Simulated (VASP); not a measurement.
Input of a VASP 6.6.1 run:

The input INCAR:

```
PREC = Accurate
ENCUT = 520
EDIFF = 1E-7
ISMEAR = 0
SIGMA = 0.15
LREAL = False
LASPH = True
NELM = 100
ALGO = Fast
ISIF = 2
LWAVE = False
LCHARG = True
GGA = PE
IVDW = 12
LELF = True
LVHAR = True
NBANDS = 13
```

The input KPOINTS:

```
Automatic mesh
0
Gamma
  18 18 18
```

POSCAR

```
Sn
1.0
   -1.8946518192      1.8946518192      1.6104540463
    1.8946518192     -1.8946518192      1.6104540463
    1.8946518192      1.8946518192     -1.6104540463
Sn
1
Direct
    0.0000000000      0.0000000000      0.0000000000
```

Potentials or basis: VASP PAW PBE potentials, release 64 (Sn_d).

The run is started by

```bash
$ cat potpaw_PBE.64/Sn_d/POTCAR > POTCAR
$ mpirun -np 1 vasp_std > vasp.out
```

Estimate the pressure.

10.3 GPa.

Predict the dispersion energy per atom.

-0.454 eV.

Predict the band gap on the k mesh.

none (metal or under the smearing width).

Stress tensor (GPa, compression positive):
```
 9.68  0.00  0.00
 0.00  9.68  0.00
 0.00  0.00 11.44
```

Caveat: pairwise dispersion overbinds metals, which lowers pressure and volume.
